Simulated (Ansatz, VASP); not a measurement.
Given: the input of a run of VASP 6.6.1 on Ti3Al.

The input INCAR:

```
ALGO     = Normal         # electronic algorithm
EDIFF    = 1E-7           # SCF threshold, eV
ENCUT    = 520            # plane-wave cutoff, eV
GGA      = PE             # functional
ISIF     = 2              # what is computed and relaxed
ISMEAR   = -1             # smearing method
LASPH    = T              # aspherical terms in the spheres
LCHARG   = F              # write CHGCAR
LREAL    = F              # projectors in reciprocal space
LWAVE    = F              # write WAVECAR
NBANDS   = 28             # bands
NELM     = 80             # most SCF steps
PREC     = Accurate       # precision mode
SIGMA    = 0.05           # smearing width, eV
```

The input KPOINTS:

```
k-points
0
Gamma
  10 10 3
```

POSCAR

```
Ti3Al
1.0
    2.8677796942      0.0000000000      0.0000000000
   -1.4338898471      2.4835700677      0.0000000000
    0.0000000000      0.0000000000      9.0380160492
Ti Al
3 1
Direct
    0.3333333333      0.6666666667      0.2494060000
    0.3333333333      0.6666666667      0.7505940000
    0.6666666667      0.3333333333      0.0000000000
    0.6666666667      0.3333333333      0.5000000000
```

Potentials or basis: VASP PAW PBE potentials, release 64 (Ti_sv, Al).

Command:

```sh
$ cat potpaw_PBE.64/Ti_sv/POTCAR potpaw_PBE.64/Al/POTCAR > POTCAR
$ mpirun -np 1 vasp_std > vasp.out
```

Question: Set up the same calculation for Ansatz 0.2.0. Potentials there: Ansatz PAW.

Answer: As run (the cutoff follows the program's own potentials):

input.yaml

```yaml
crystal:
  lattice:
    - [2.8677796942, 0.0, 0.0]
    - [-1.4338898471, 2.4835700677, 0.0]
    - [0.0, 0.0, 9.0380160492]
  atoms:
    - { symbol: Ti, position: [0.3333333333, 0.6666666667, 0.249406] }
    - { symbol: Ti, position: [0.3333333333, 0.6666666667, 0.750594] }
    - { symbol: Ti, position: [0.6666666667, 0.3333333333, 0.0] }
    - { symbol: Al, position: [0.6666666667, 0.3333333333, 0.5] }
hamiltonian:
  xc: pbe
  pseudopotentials: { kind: paw }
kpoints:
  mp_grid: { grid: [10, 10, 3] }
scf:
  occupations: { method: fermi_dirac, width: 0.05 }
output:
  forces: true
  stress: true
  eigenvalues: true
```

Potentials or basis: Ansatz PAW.

The run is started by

```bash
$ ansatz run input.yaml --threads 2 --pin off --max-ram 5120MiB --backend cpu --events-out ev --progress --plain --runs-dir out
```

Both were run:

|  | VASP | Ansatz | Ansatz less VASP |
| --- | --- | --- | --- |
| gap on the k mesh at the Fermi level (eV) | none | none | - |
| pressure (GPa) | 7.7 | 8.0 | +0.26 |
| largest component of the traceless stress (GPa) | 0.62 | 0.59 | -0.028 |
| rms of the force components (eV/Å) | 0.011 | 0.015 | +0.0047 |

Atom by atom the forces differ by 0.005 eV/Å (rms over components). A gap of «none» marks a metal or a gap that the smearing closes.
